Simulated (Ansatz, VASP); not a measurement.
MgS (Niningerite) in VASP and in Ansatz

```
Mg S
1.0
     0.00000    2.61484    2.61484
     2.61484    0.00000    2.61484
     2.61484    2.61484    0.00000
Mg S
1 1
Cartesian
  0.0000 0.0000 0.0000
  2.6148 2.6148 2.6148
```

Alike in both runs: functional PBE; k mesh 8 × 8 × 8; occupations fermi-dirac, width 0.02 eV; no spin polarisation.

Ansatz relaxed the structure, and its values are those at the end. VASP's run is a single point on that final structure, the one shown.

|  | VASP | Ansatz |
| --- | --- | --- |
| version | VASP 6.6.1 | Ansatz 0.2.0 |
| potentials or method | VASP PAW PBE potentials, release 64 (Mg, S) | PAW plane waves |
| plane-wave cutoff (eV) | 520 | 420 |
| valence electrons in the cell | 8 | 16 |

VASP gave:

- gap on the k mesh at the Fermi level (eV): 2.74
- pressure (GPa): -0.3

**Question.** Estimate Ansatz's values.

**Answer.** gap on the k mesh at the Fermi level (eV): 2.76; pressure (GPa): 0.0.

The two sets of potentials don't hold the same shells in valence.

A k mesh can miss the band edges.
